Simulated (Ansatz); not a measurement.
## LaAlO3, response to strain

Take LaAlO$_{3}$ (space group R-3c, No. 167) as the base.

```
CELL_PARAMETERS angstrom
      2.67671     1.54540     4.34943
     -2.67671     1.54540     4.34943
      0.00000    -3.09080     4.34943
ATOMIC_POSITIONS crystal
  La 0.25000 0.25000 0.25000
  La 0.75000 0.75000 0.75000
  Al 0.00000 0.00000 0.00000
  Al 0.50000 0.50000 0.50000
  O  0.78603 0.71397 0.25000
  O  0.25000 0.78603 0.71397
  O  0.71397 0.25000 0.78603
  O  0.21397 0.28603 0.75000
  O  0.75000 0.21397 0.28603
  O  0.28603 0.75000 0.21397
```

Cartesian axes are those of the cell as printed.

Strains are applied to the cell and any free atomic positions relax; under biaxial strain the out-of-plane vector relaxes too.

Method: PBEsol, PAW, 420 eV (Ansatz, an electronic-structure program; no spin-orbit coupling).

Notes on the quantities. pressure: mean of the normal stresses, compression positive; energy relative to the base: free energy F.

| variant | band gap | pressure | energy relative to the base |
|---|---|---|---|
| base | 3.94 eV | 0.00 GPa | 0 meV/atom |
| biaxial strain −4.59 %, plane normal [001], relaxed out of plane | 3.26 eV | 16.03 GPa | +68 meV/atom |
| biaxial strain −0.81 %, plane normal [001], relaxed out of plane | 3.88 eV | 2.42 GPa | +2.0 meV/atom |
| biaxial strain +2.65 %, plane normal [001], relaxed out of plane | 3.94 eV | -7.03 GPa | +20 meV/atom |
| isotropic strain −3.97 % | 3.59 eV | 30.77 GPa | +107 meV/atom |
| isotropic strain +0.34 % | 3.96 eV | -1.94 GPa | +0.7 meV/atom |
| isotropic strain +1.09 % | 3.98 eV | -5.91 GPa | +6.8 meV/atom |
| uniaxial strain ε_xx = +2.33 % | 3.71 eV | -4.24 GPa | +6.1 meV/atom |

Stability against distortions was not tested.
